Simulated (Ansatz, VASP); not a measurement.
# LiF in VASP and in Ansatz

```
Li F
1.0
     0.00000    2.18004    2.18004
     2.18004    0.00000    2.18004
     2.18004    2.18004    0.00000
Li F
1 1
Direct
  0.75000 0.75000 0.75000
  0.50000 0.50000 0.50000
```

Alike in both runs: task relaxation of cell and atoms; functional PBE; k mesh 10 × 10 × 10; occupations gaussian, width 0.02 eV; no spin polarisation.

```csv
,VASP,Ansatz
version,VASP 6.6.1,Ansatz 0.2.0
potentials or method,"VASP PAW PBE potentials, release 64 (Li_sv, F)","scalar-relativistic, plane waves, PAW"
plane-wave cutoff (eV),600,420
valence electrons in the cell,10,10
```

```tsv
	VASP	Ansatz	Ansatz less VASP
gap on the k mesh at the Fermi level, each at its own relaxed structure (eV)	7.67	7.65	-0.017
relaxed volume (Å³/atom)	10.33	10.39	+0.051
relaxed cell length with the largest relative difference (Å)	3.080	3.086	+0.0051
```

Caveats: the cutoff is under 1.25 times the usual one of these potentials, so pressure, stress and relaxed cells hold a basis-set (Pulay) error (VASP). A k mesh can miss the band edges.
